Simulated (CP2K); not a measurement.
Set up this calculation in CP2K 2026.2, as the native input.

```yaml
Task: band structure
Functional: LDA
Potentials_or_basis: GTH_POTENTIALS Ru GTH-PADE-q16, Al GTH-PADE-q3; TZVP-MOLOPT-PBE-GTH basis
Density_cutoff: 6123 eV
k_mesh: 9 × 9 × 9
Occupations: fermi-dirac, width 0.0259 eV
Spin: no spin polarisation
SCF_solver: diagonalisation with k points
Quickstep_method: GPW
EPS_DEFAULT: 1.0E-10
EPS_SCF: 1.0E-6
MAX_SCF: 100
SCF_GUESS: ATOMIC
k_points_reduced_by_the_point_group: yes
Mesh_centred_on_Gamma: yes
CHOLESKY: OFF
EPS_EIGVAL: 1.0E-7
MIXING_METHOD: BROYDEN_MIXING
MIXING_ALPHA: 0.4
NBUFFER: 8
NGRIDS: 4
Basis_sets: Ru TZVP-MOLOPT-PBE-GTH-q16, Al TZVP-MOLOPT-PBE-GTH-q3
Potentials: Ru GTH-PADE-q16 of GTH_POTENTIALS, Al GTH-PADE-q3 of GTH_POTENTIALS
ADDED_MOS: "[13]"
Points_a_segment_of_the_path_NPOINTS: 6
Bands_added_on_the_path: 6
REL_CUTOFF_Ry: 60 Ry
MIXING_BETA_1/bohr: 1.5 1/bohr
CUTOFF_of_the_grids: 450 Ry
```

AlRu:

```
CELL_PARAMETERS angstrom
2.99160 0.00000 0.00000
0.00000 2.99160 0.00000
0.00000 0.00000 2.99160
ATOMIC_POSITIONS crystal
Ru 0.50000 0.50000 0.50000
Al 0.00000 0.00000 0.00000
```

The input as run:

alru_bands.inp

```
&GLOBAL
  PROJECT alru_bands
  RUN_TYPE ENERGY_FORCE
  PRINT_LEVEL LOW
&END GLOBAL
&FORCE_EVAL
  METHOD QS
  STRESS_TENSOR ANALYTICAL
  &DFT
    BASIS_SET_FILE_NAME BASIS_MOLOPT_UZH
    POTENTIAL_FILE_NAME GTH_POTENTIALS
    &MGRID
      CUTOFF 450
      REL_CUTOFF 60
      NGRIDS 4
    &END MGRID
    &QS
      METHOD GPW
      EPS_DEFAULT 1.0E-10
    &END QS
    &KPOINTS
      SCHEME MONKHORST-PACK 9 9 9
      GAMMA_CENTERED T
      SYMMETRY T
      SYMMETRY_BACKEND SPGLIB
    &END KPOINTS
    &SCF
      SCF_GUESS ATOMIC
      EPS_SCF 1.0E-6
      MAX_SCF 100
      ADDED_MOS 13
      CHOLESKY OFF
      EPS_EIGVAL 1.0E-7
      &DIAGONALIZATION ON
        ALGORITHM STANDARD
      &END DIAGONALIZATION
      &MIXING ON
        METHOD BROYDEN_MIXING
        ALPHA 0.4
        BETA 1.5
        NBUFFER 8
      &END MIXING
      &SMEAR ON
        METHOD FERMI_DIRAC
        ELECTRONIC_TEMPERATURE [K] 300.557
      &END SMEAR
    &END SCF
    &XC
      &XC_FUNCTIONAL
        &LDA_X
        &END LDA_X
        &LDA_C_PW
        &END LDA_C_PW
      &END XC_FUNCTIONAL
    &END XC
    &PRINT
      &KPOINTS ON
      &END KPOINTS
      &MULLIKEN ON
      &END MULLIKEN
      &MO ON
        ENERGIES T
        OCCUPATION_NUMBERS T
        &EACH
          QS_SCF 0
        &END EACH
        ADD_LAST NUMERIC
      &END MO
      &LOWDIN ON
      &END LOWDIN
      &HIRSHFELD ON
        SHAPE_FUNCTION DENSITY
      &END HIRSHFELD
      &BAND_STRUCTURE
        FILE_NAME bands.bs
        ADDED_MOS 6
        &KPOINT_SET
          UNITS B_VECTOR
          NPOINTS 6
          SPECIAL_POINT GAMMA 0.00000000 0.00000000 0.00000000
          SPECIAL_POINT X 0.00000000 0.50000000 0.00000000
          SPECIAL_POINT M 0.50000000 0.50000000 0.00000000
          SPECIAL_POINT GAMMA 0.00000000 0.00000000 0.00000000
          SPECIAL_POINT R 0.50000000 0.50000000 0.50000000
          SPECIAL_POINT X 0.00000000 0.50000000 0.00000000
        &END KPOINT_SET
        &KPOINT_SET
          UNITS B_VECTOR
          NPOINTS 6
          SPECIAL_POINT M 0.50000000 0.50000000 0.00000000
          SPECIAL_POINT R 0.50000000 0.50000000 0.50000000
        &END KPOINT_SET
      &END BAND_STRUCTURE
    &END PRINT
  &END DFT
  &SUBSYS
    &CELL
      ABC 2.9916000000 2.9916000000 2.9916000000
      ALPHA_BETA_GAMMA 90.0000000000 90.0000000000 90.0000000000
      PERIODIC XYZ
    &END CELL
    &COORD
      SCALED
      Ru  0.5000000000 0.5000000000 0.5000000000
      Al  0.0000000000 0.0000000000 0.0000000000
    &END COORD
    &KIND Ru
      BASIS_SET TZVP-MOLOPT-PBE-GTH-q16
      POTENTIAL GTH-PADE-q16
    &END KIND
    &KIND Al
      BASIS_SET TZVP-MOLOPT-PBE-GTH-q3
      POTENTIAL GTH-PADE-q3
    &END KIND
    &PRINT
      &ATOMIC_COORDINATES ON
      &END ATOMIC_COORDINATES
      &CELL ON
      &END CELL
    &END PRINT
  &END SUBSYS
  &PRINT
    &FORCES ON
    &END FORCES
    &STRESS_TENSOR ON
    &END STRESS_TENSOR
  &END PRINT
&END FORCE_EVAL
```

Potentials or basis: GTH_POTENTIALS Ru GTH-PADE-q16, Al GTH-PADE-q3; TZVP-MOLOPT-PBE-GTH basis.

Command:

```sh
$ OMP_NUM_THREADS=1 cp2k.psmp -i alru_bands.inp -o alru_bands.out
```

Results of the run:

```yaml
Pressure: -9.0 GPa
Band_gap_on_the_k_mesh: none (metal or under the smearing width)
Mulliken_charges: Ru -0.44; Al +0.44 e
Hirshfeld_charges: Ru +0.04; Al -0.04 e
```

Caveat: Mulliken charges move with the basis; the basis of atomic orbitals isn't converged, which shifts pressures, moduli and gaps.

Wall time 110 s on 1 thread of Arm Neoverse N1, with other jobs on the host, peak memory 0.31 GiB.
